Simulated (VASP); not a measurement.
Write the native input for VASP 6.6.1 that does the following.

| Item | Value |
| --- | --- |
| Task | relaxation of cell and atoms |
| Functional | rev-vdW-DF2 |
| Potentials or basis | VASP PAW PBE potentials, release 64 (Sn_d) |
| Cutoff | 600 eV |
| k mesh | 10 × 10 × 10 |
| Occupations | fermi-dirac, width 0.05 eV |
| Spin | no spin polarisation |
| Further INCAR settings | ALGO = Normal; EDIFF = 1e-07; IBRION = 2; EDIFFG = -0.01; NSW = 60; ISIF = 3 |

The structure of Sn lies in POSCAR:

```
Sn
1.0
   -1.8946518192      1.8946518192      1.8946518192
    1.8946518192     -1.8946518192      1.8946518192
    1.8946518192      1.8946518192     -1.8946518192
Sn
1
Direct
    0.0000000000      0.0000000000      0.0000000000
```

This isn't the form of Sn at room conditions, which is tetragonal (white tin).

One way to write it, as run:

INCAR

```
SYSTEM = Sn
PREC = Accurate
ENCUT = 600
EDIFF = 1E-7
ISMEAR = -1
SIGMA = 0.05
LREAL = .False.
LASPH = .True.
NELM = 80
ALGO = Normal
ISIF = 3
LWAVE = .False.
LCHARG = .False.
GGA = MK
LUSE_VDW = .True.
AGGAC = 0.0
PARAM1 = 0.1234
PARAM2 = 0.711357
ZAB_VDW = -1.8867
IBRION = 2
NSW = 60
EDIFFG = -0.01
```

KPOINTS

```
regular mesh
0
Gamma
  10 10 10
  0 0 0
```

Potentials or basis: VASP PAW PBE potentials, release 64 (Sn_d).

Run with:

```bash
$ cat potpaw_PBE.64/Sn_d/POTCAR > POTCAR
$ mpirun -np 1 vasp_std > vasp.out
```

Results of the run:

| Property | Result |
| --- | --- |
| Pressure after relaxing | 0.0 GPa |
| Band gap on the k mesh | none (metal or under the smearing width) |

Caveat: the relaxation stopped at its first step, so nothing moved; the PAW data sets were made with another functional, which shifts forces and pressure a little.

Run time: 22 s on 1 thread of Intel(R) Xeon(R) 6975P-C (Granite Rapids), on a shared host, peak memory 0.32 GiB.
